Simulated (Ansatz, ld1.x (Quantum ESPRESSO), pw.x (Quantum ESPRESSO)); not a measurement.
# From atom to crystal: ultrasoft potential for carbon (C)

C, ultrasoft, made with ld1.x (Quantum ESPRESSO) 7.5 (PBE, scalar-relativistic). Core [He], reference 2s2 2p2. Waves: 2s (bound): rcut 1.25, rcutus 1.45 bohr; 2s channel at -0.5 Ry: rcut 1.25, rcutus 1.45 bohr; 2p (bound): rcut 2.75, rcutus 3.25 bohr; 2p channel at -0.05 Ry: rcut 2.75, rcutus 3.25 bohr; 3d channel at 0.45 Ry: rcut 2.45, rcutus 2.85 bohr. Local part: all-electron potential smoothed inside 1.90 bohr (lloc = -1). Core correction: none. Augmentation charge: PSQ, inside the norm-conserving radii.

Crystal test: sc C in pw.x 7.5, no spin, 18³ k-points, Fermi–Dirac smearing 0.01 Ry, cutoffs 40/320 Ry. The reference is all-electron LAPW (Ansatz 0.2.0) with the same functional, mesh and smearing; V0 and B0 come from Birch–Murnaghan fits to the pressures at five volumes. Errors are pseudo minus all-electron; Δ is the rms difference of the E(V) curves that follow from these fits, minima aligned, over ±6 % about the mean V0. Mesh and smearing are coarse, so the numbers serve the comparison and aren't converged zero-temperature values; the lattice is a test structure that the element need not adopt.

| V (Å³/atom) | P all-electron (GPa) | P pseudo (GPa) |
| --- | --- | --- |
| 5.160 | 31.71 | -195.64 |
| 5.296 | 20.87 | -231.65 |
| 5.432 | 11.16 | -257.06 |
| 5.568 | 2.49 | -279.31 |
| 5.704 | -5.20 | -297.45 |

All-electron: a0 = 1.777 Å (V0 = 5.61 Å³/atom), B0 = 325.5 GPa.

Pseudopotential: converged, but broken (pressure over 100 GPa off). The pressure does not cross zero within the volumes sampled, so no fit is given. The largest radius (3.25 bohr) exceeds half the bond length (1.66 bohr), so the spheres overlap, which is one possible source of error among others. Atomic configuration tests: 2 of 7 tests not solved or not reliable. The logarithmic derivative shows an extra or strongly shifted pseudo pole above the reference energy (p near 1.28 Ry). A pressure error of this size marks a broken potential; the numbers have no physical meaning.

At the middle volume, how do free energy and pressure move when the wave cutoff is lowered (ecutrho held at 320 Ry)?

```
cutoff (Ry)  shift of F (meV/atom)  shift of P (GPa)
         18                 +101.1             -3.43
         24                  +51.9             -1.36
         32                  +12.4             -0.83
```

The run at the middle volume (220 k-points, 29 iterations) took about 7.6 s on one core of a shared host (Neoverse-V2, 96 threads, 742 GiB, load 43).
